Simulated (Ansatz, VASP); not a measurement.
This is a calculation of WC (Qusongite) for Ansatz 0.2.0. 

The input input.yaml:

```yaml
crystal:
  lattice:
    - [2.9065, 0.0, 0.0]
    - [-1.45325, 2.5171028361, 0.0]
    - [0.0, 0.0, 2.8366]
  atoms:
    - { symbol: W, position: [0.0, 0.0, 0.0] }
    - { symbol: C, position: [0.6666666667, 0.3333333333, 0.5] }
hamiltonian:
  xc: revpbe
  pseudopotentials: { kind: paw }
kpoints:
  mp_grid: { grid: [10, 10, 9] }
scf:
  occupations: { method: fermi_dirac, width: 0.05 }
output:
  forces: true
  stress: true
relax:
  f_tol: 0.01
  max_steps: 40
  cell: { stress_tol: 0.05 }
```

Potentials or basis: Ansatz PAW.

Launch:

```sh
$ ansatz run input.yaml --threads 2 --pin off --max-ram 5632MiB --backend cpu --events-out ev --progress --plain --runs-dir out
```

Question: Set up the same calculation for VASP 6.6.1. Potentials or basis there: PBE PAW files C, W_sv, 600 eV.

Answer: As run (cutoffs and basis follow the program's own potentials, and thresholds, step limits or extra output files can differ):

File INCAR:

```
ALGO = Normal
EDIFF = 1E-7
EDIFFG = -0.005
ENCUT = 600
GGA = RE
IBRION = 2
ISIF = 3
ISMEAR = -1
LASPH = T
LCHARG = F
LREAL = F
LWAVE = F
NELM = 60
NSW = 60
PREC = Accurate
SIGMA = 0.05
```

The input KPOINTS:

```
k-points
0
Gamma
  10 10 9
```

The input POSCAR:

```
WC
1.0
    2.9065000000      0.0000000000      0.0000000000
   -1.4532500000      2.5171028361      0.0000000000
    0.0000000000      0.0000000000      2.8366000000
W C
1 1
Direct
    0.0000000000      0.0000000000      0.0000000000
    0.6666666667      0.3333333333      0.5000000000
```

Potentials or basis: VASP PAW PBE potentials, release 64 (W_sv, C).

The run is started by

```console
$ cat potpaw_PBE.64/W_sv/POTCAR potpaw_PBE.64/C/POTCAR > POTCAR
$ mpirun -np 1 vasp_std > vasp.out
```

Both were run:

|  | Ansatz | VASP |
| --- | --- | --- |
| Relaxed volume | 10.61 Å³/atom | 10.64 Å³/atom |
| Relaxed cell | a = 2.931 Å, b = 2.931 Å, c = 2.853 Å, α = 90.00°, β = 90.00°, γ = 120.00° | a = 2.933 Å, b = 2.933 Å, c = 2.856 Å, α = 90.00°, β = 90.00°, γ = 120.00° |
| Space group after relaxing | P-6m2 (No. 187) | P-6m2 (No. 187) |
| Pressure after relaxing | 0.0 GPa | 0.0 GPa |

Ansatz's pressure holds a Pulay term of +0.28 GPa for its cutoff of 420 eV, which the other run lacks.

Ansatz's potentials were made for PBE. VASP's potentials were made for PBE.

Where Ansatz's input types no cutoff or centring, it takes its own default and a Γ-centred mesh.

Pressure is positive in compression.
